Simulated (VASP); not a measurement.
MoH6, 7 atoms in the cell. It takes space group R3m (No. 160, trigonal). Conventional cell: a = 4.840 Å, b = 4.840 Å, c = 7.122 Å, α = 90.00°, β = 90.00°, γ = 120.00°. Around H (site symmetry m) lie 1 Mo at 1.67 Å and 3 H at 1.75 to 1.79 Å. H (site symmetry m) is surrounded by 5 H at 1.75 to 2.00 Å and 2 Mo at 1.81 to 1.91 Å. Mo (site symmetry 3m) has 9 H at 1.67 to 1.91 Å as nearest neighbours. The cell was built by a generator and needn't be a form met in nature.

```yaml
Program: VASP 6.6.1
Task: relaxation of cell and atoms
Functional: PBE
Potentials_or_basis: VASP PAW PBE potentials, release 64 (H, Mo_sv)
Cutoff: 520 eV
k_mesh: 8 × 8 × 8
Occupations: gaussian, width 0.03 eV
Spin: no spin polarisation
Further_INCAR_settings: ALGO = Normal; EDIFF = 1e-06; IBRION = 2; EDIFFG = -0.01; NSW = 90; ISIF = 3
```

Potentials or basis: VASP PAW PBE potentials, release 64 (H, Mo_sv).

Run with:

```sh
$ cat potpaw_PBE.64/H/POTCAR potpaw_PBE.64/Mo_sv/POTCAR > POTCAR
$ mpirun -np 8 vasp_std > vasp.out
```

Hardware: 8 MPI ranks on Intel(R) Xeon(R) Platinum 8488C (Sapphire Rapids), with other jobs on the host.

**Question.** Estimate the wall time of this run.

**Answer.** It took 4.2 min on 8 MPI ranks on Intel(R) Xeon(R) Platinum 8488C (Sapphire Rapids), on a shared host, peak memory 0.2 GiB a rank. Counts: scf iterations 276, k points 65, ion steps 42.
